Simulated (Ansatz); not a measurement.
Write the native input for Ansatz 0.2.0 that does the following.

```
Task                : single point
Functional          : PBE
Potentials or basis : all-electron PAW datasets made for the crystal
Cutoff              : 240 eV (chosen from the basis error)
k mesh              : 4 × 4 × 4
Occupations         : fermi-dirac, width 0.05 eV
Spin                : no spin polarisation
```

The system is CdSe.

```xyz
2
Lattice="0.0000 3.0703 3.0703 3.0703 0.0000 3.0703 3.0703 3.0703 0.0000" Properties=species:S:1:pos:R:3 pbc="T T T"
Cd    0.0000    0.0000    0.0000
Se    1.5351    1.5351    1.5351
```

Measurements of this composition are mostly on another form, of space group No. 186.

The input as run:

input.yaml

```yaml
crystal:
  lattice:
    - [0.0, 3.0702711986, 3.0702711986]
    - [3.0702711986, 0.0, 3.0702711986]
    - [3.0702711986, 3.0702711986, 0.0]
  atoms:
    - { symbol: Cd, position: [0.0, 0.0, 0.0] }
    - { symbol: Se, position: [0.25, 0.25, 0.25] }
kpoints:
  mp_grid: { grid: [4, 4, 4] }
scf:
  occupations: { method: fermi_dirac, width: 0.05 }
hamiltonian:
  xc: pbe
  pseudopotentials: { kind: all_electron, datasets: crystal }
output:
  forces: true
  stress: true
  eigenvalues: true
```

Potentials or basis: all-electron PAW datasets made for the crystal.

The run is started by

```console
$ ansatz run input.yaml --threads 1 --pin off --max-ram 3072MiB --backend cpu --events-out ev --progress --plain --runs-dir out
```

It gave:

| Quantity | Value |
| --- | --- |
| Pressure | 1.5 GPa |
| Band gap on the k mesh | 0.54 eV, direct |

Caveat: the k mesh is coarse (spacing up to 0.44 Å⁻¹), so the values aren't converged.

It took 5.8 s on 1 thread of Arm Neoverse N1 (shared host), peak memory 0.43 GiB.
